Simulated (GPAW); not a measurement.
# A GW chain in GPAW: GaP (F-43m), part 2 of 2

Wanted: ground state, empty states, screening and self-energy for GaP (F-43m).

GPAW 26.7.0; LDA and many-body steps on it, plane waves. Known limits of the many-body steps: not at the basis limit; no spin-orbit coupling; coarse k mesh.

So far. Step 3 (Bands along the symmetry lines): The gap is 1.464 eV, −0.050 eV from the run before at this level. Step 4 (Empty states on the mesh, 4×4×4 mesh, 178 bands): On this mesh the gap is 1.514 eV.

## Step 5: Screening and self-energy, 4×4×4 mesh, 168 bands, screening to 150 eV

Now the one-shot GW correction: screening in the RPA, then the self-energy of the levels asked for.

This step: G0W0 on LDA, plane waves, PAW.

File run.py:

```python
import json
import numpy as np
from gpaw.mpi import world
from gpaw.response.g0w0 import G0W0

gw = G0W0('full.gpw',
    filename='gw',
    kpts=[0, 5],
    bands=(2, 6),
    ecut=150,
    nbands=168,
    integrate_gamma='WS',
    ppa=True)
gw.calculate()
res = {mode: {k: v for k, v in r.items() if k != 'sigma_eskwn'}
       for mode, r in gw.all_results.items()}

if world.rank == 0:
    with open('result.json', 'w') as f:
        json.dump(res, f, default=lambda x: x.tolist())
```

On the command line:

```
$ mpirun -n 4 gpaw python run.py
```

Numbers of over 12 decimals in the logs are rounded to 6 here.

The program printed:

```text
Using integrator: PointIntegrator
FrequencyGridDescriptor(from 0.000+0.000j to 0.000+27.211j eV, 2 points)
Nonperiodic BCs:  [False False False]
Using integrator: PointIntegrator
FrequencyGridDescriptor(from 0.000+0.000j to 0.000+27.211j eV, 2 points)
Nonperiodic BCs:  [False False False]
  ___  _ _ _
 |   || | | |
 | | || | | |
 |__ ||_____|
 |___|

BZ k-points: Symmetries present (total): 24

  [... matrices ...]
64 k-points: 4 x 4 x 4 Monkhorst-Pack grid + [1/8,1/8,1/8]
8 k-points in the irreducible part of the Brillouin zone
       k-points in crystal coordinates                weights
   0:     0.00000000    0.00000000    0.00000000          1/64
   1:     0.25000000    0.25000000    0.00000000          6/64
   2:     0.25000000    0.25000000    0.25000000          8/64
   3:     0.50000000    0.25000000   -0.25000000          6/64
   4:     0.50000000    0.25000000    0.25000000         12/64
   5:     0.50000000    0.50000000    0.00000000          3/64
   6:     0.50000000    0.50000000    0.25000000         24/64
   7:     0.50000000    0.50000000    0.50000000          4/64

Distributing spins, k-points and bands (1 x 2 x 4) over 4 processes
Number of blocks: 1

Quasi particle states:
k-points (IBZ indices): [0, 5]
Band range: (2, 6)
  [... matrices ...]
Computational parameters:
Plane wave cut-off: 150 eV
Number of bands: 168
Coulomb cutoff: None
Broadening: 0.1 eV

fxc modes: GW
Kernel: RPA
Using Godby-Needs plasmon-pole approximation:
  Fitting energy: i*E0, E0 = 1.000 Hartree
Summing all q:

Calculating screened Coulomb potential
No Coulomb truncation
FrequencyGridDescriptor(from 0.000+0.000j to 0.000+27.211j eV, 2 points)
Removing empty qpoint cache files...

Calculating chi0 body with:
    Ground state adapter containing:
    Number of spins: 1
    Number of kpoints: 64
    Number of irreducible kpoints: 8
    Number of completely occupied states: 4
    Number of partially occupied states: 4
    Occupied states memory: 0.48828125 M / cpu

    Linear response parametrization:
    q_c: [0.0, 0.0, 0.0]
    Number of frequency points: 2
    Planewave cutoff: 150.0
    Number of bands: 168
    Number of planewaves: 169
    Broadening (eta): 1e-06
    comm.size: 4
    kncomm.size: 4
    blockcomm.size: 1

    Memory estimate of potentially large arrays:
        chi0_wGG: 0.871613 M / cpu
Integrating chi0 body.

Symmetries of q_c:
    Direct symmetries (Uq -> q): 24
    Indirect symmetries (TUq -> q): 24
In total 48 allowed symmetries.

  [... matrices ...]
8 groups of equivalent kpoints. 87.5% reduction.

Integral kind: response function
Integrating chi0 head and wings.

Symmetries of q_c:
    Direct symmetries (Uq -> q): 24
    Indirect symmetries (TUq -> q): 24
In total 48 allowed symmetries.

  [... matrices ...]
8 groups of equivalent kpoints. 87.5% reduction.

Integral kind: response function wings

Calculating chi0 body with:
    Ground state adapter containing:
    Number of spins: 1
    Number of kpoints: 64
    Number of irreducible kpoints: 8
    Number of completely occupied states: 4
    Number of partially occupied states: 4
    Occupied states memory: 0.48828125 M / cpu

    Linear response parametrization:
[... the further q-points ...]

Results:
f:      Occupation numbers
eps:     KS-eigenvalues [eV]
vxc:     KS vxc [eV]
exx:     Exact exchange [eV]
sigma:   Self-energies [eV]
dsigma:  Self-energy derivatives
Z:       Renormalization factors
qp:      QP-energies [eV]

k-point 0 (0): (0.000, 0.000, 0.000)                GW
band       f     eps     vxc     exx   sigma  dsigma       Z      qp
                                                                   GW
   2   1.000   4.711 -15.047 -16.628   1.006  -0.289   0.776   4.265
   3   1.000   4.711 -15.047 -16.628   1.006  -0.289   0.776   4.265
   4   0.000   6.398 -15.761 -10.780  -3.936  -0.272   0.786   7.219
   5   0.000   8.546 -12.381  -7.466  -4.148  -0.265   0.790   9.152

k-point 1 (5): (0.500, 0.500, 0.000)                GW
band       f     eps     vxc     exx   sigma  dsigma       Z      qp
                                                                   GW
   2   1.000   2.021 -13.297 -15.901   1.981  -0.306   0.766   1.544
   3   1.000   2.021 -13.297 -15.901   1.981  -0.306   0.766   1.544
   4   0.000   6.224 -10.622  -6.456  -3.841  -0.246   0.803   6.485
   5   0.000   6.422 -11.922  -7.512  -3.839  -0.257   0.796   6.876
```

It took 28 s on 4 MPI ranks of Arm Neoverse V1, shared host; peak memory 1 GiB.

Numbers from this step:

| Property | Result |
| --- | --- |
| G0W0 gap on the points computed | 2.220 eV |
| least direct G0W0 gap on the computed points | 2.954 eV |
| Z at the valence top | 0.7756 |
| Z at the conduction bottom | 0.8027 |
| starting gap on the mesh | 1.514 eV |
| k of the valence top | 0, 0, 0 |
| k of the conduction bottom | 0.5, 0.5, 0 |

The gap on the mesh goes from 1.51 eV to 2.22 eV, a correction of +0.71 eV.

Limits: finite bands, cutoff and mesh; no spin-orbit coupling; coarse k mesh. v1 is the top filled band, c1 the lowest empty one. Levels before and after the correction, in eV, zero at the valence-band top of each column:

```csv
,conduction bottom,valence top
Kohn-Sham,1.51,0.00
G0W0,2.22,0.00
```

```csv
,level,energy (eV)
Kohn-Sham,Γ v2-v1,0.000
Kohn-Sham,Γ c1,1.687
Kohn-Sham,Γ c2,3.835
Kohn-Sham,(0.5 0.5 0) v2-v1,-2.690
Kohn-Sham,(0.5 0.5 0) c1,1.514
Kohn-Sham,(0.5 0.5 0) c2,1.711
G0W0,Γ v2-v1,0.000
G0W0,Γ c1,2.954
G0W0,Γ c2,4.887
G0W0,(0.5 0.5 0) v2-v1,-2.722
G0W0,(0.5 0.5 0) c1,2.220
G0W0,(0.5 0.5 0) c2,2.610
```

## Step 6: Where the time went

Times are wall times on 4 MPI ranks of Arm Neoverse V1, shared host, good to a factor of about two.

```csv
step,time,share,memory (GiB)
ground state,4 s,10 %,0.47
bands along the symmetry lines,4.5 s,11 %,0.61
empty states on the mesh,4.8 s,12 %,0.87
screening and self-energy,28 s,67 %,1.0
```

## Step 7: Outcome

```
LDA gap                              : 1.46 eV, indirect
G0W0 gap on the mesh                 : 2.22 eV
G0W0 gap over the zone (rigid shift) : 2.17 eV
GW settings                          : 4×4×4 mesh, 168 bands, screening to 150 eV, Godby-Needs plasmon pole
known limits                         : not at the basis limit; no spin-orbit coupling; coarse k mesh
```

In words: G0W0 moves the gap on the mesh from 1.51 eV to 2.22 eV (+0.71 eV), with Z of 0.78 and 0.80 at the edges. The mesh misses the band edges by 0.05 eV in all; a rigid shift gives 2.17 eV for the zone. Only 2 of the mesh's irreducible points were corrected, so a valley elsewhere could overtake. The dearest step here is «screening and self-energy». Against experiment, by G0W0@LDA: the gap of 2.17 eV lies −0.08 eV from the measured 2.25 ± 0.04 eV (indirect, 300 K, on Si, 2020). The calculation has static nuclei and no excitons; a measured gap holds zero-point and thermal motion, which mostly lowers it. Bands and cutoff are finite, so the gap is not at the basis limit. The miss can reach some tenths of an eV and take either sign; the mesh is an error of its own. These stock PAW sets were not made for GW; the filled d or f shell of Ga lies in the frozen core, which bears on start and correction. In the G0W0 run levels were corrected at 2 k points alone, so a gap called «on the mesh» is the least over those, and an edge elsewhere would be missed. The 4×4×4 mesh is coarse for this cell, which bears on the long-range parts of exchange and screening. The many-body steps are scalar-relativistic: spin-orbit coupling is not in them.

[Paths, hosts, dates, memory and timing lines, banners, echoed tables and standing remarks are left out of the program output.]

[Logs are printed without paths, hosts, clocks, repeated set-up lines and the standing remarks that a program may print on its own settings, such as how far it seeks lower states.]

[Runs of the session that timed out or met a known fault of the program may be left out.]

[Hosts, paths, dates, database ids (printed as entryN), source tags and the programs' standing remarks are cut or masked in the printed files.]
